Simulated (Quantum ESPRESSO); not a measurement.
## HfC under changes of volume

One of the cells (12.568 Å³/atom); the others are scaled copies at fixed shape and fractional positions:

```xyz
2
Lattice="0.0000 2.3250 2.3250 2.3250 0.0000 2.3250 2.3250 2.3250 0.0000" Properties=species:S:1:pos:R:3 pbc="T T T"
Hf    2.3250    2.3250    2.3250
C     0.0000    0.0000    0.0000
```

- Program: Quantum ESPRESSO 7.5
- Functional: rev-vdW-DF2
- Potentials or basis: PseudoDojo 0.4.1 SR PBE standard
- Cutoff: 1116 eV
- Density cutoff: 4463 eV
- k mesh: 10 × 10 × 10
- Occupations: fermi-dirac, width 0.05 eV
- Spin: no spin polarisation

| volume (Å³/atom) | energy over the lowest point (meV/atom) | pressure (GPa) |
| --- | --- | --- |
| 11.814 | ? | ? |
| 12.065 | 8.46 | 8.0 |
| 12.317 | 0.17 | 2.6 |
| 12.568 | 0.00 | -2.4 |
| 12.819 | 7.18 | -6.8 |
| 13.071 | 20.99 | -10.8 |
| 13.322 | 40.79 | -14.4 |

Question: What does the run at 11.814 Å³/atom give?

Answer: Energy over the lowest point 25.74 meV/atom; pressure 14.0 GPa.

Worked out: A Birch-Murnaghan fit of order 3 (a polynomial in V^(-2/3)) to the other rows has its minimum at 12.45 Å³/atom with B0 = V·E''(V) = 243 GPa and B' = 4.0. It gives 25.68 meV/atom at 11.814 Å³/atom, against the run's 25.74, and -dE/dV = 14.0 GPa, against 14.0.

Energies are extrapolated to zero smearing.

Caveats: the potentials were made for another functional, which shifts forces and pressure.
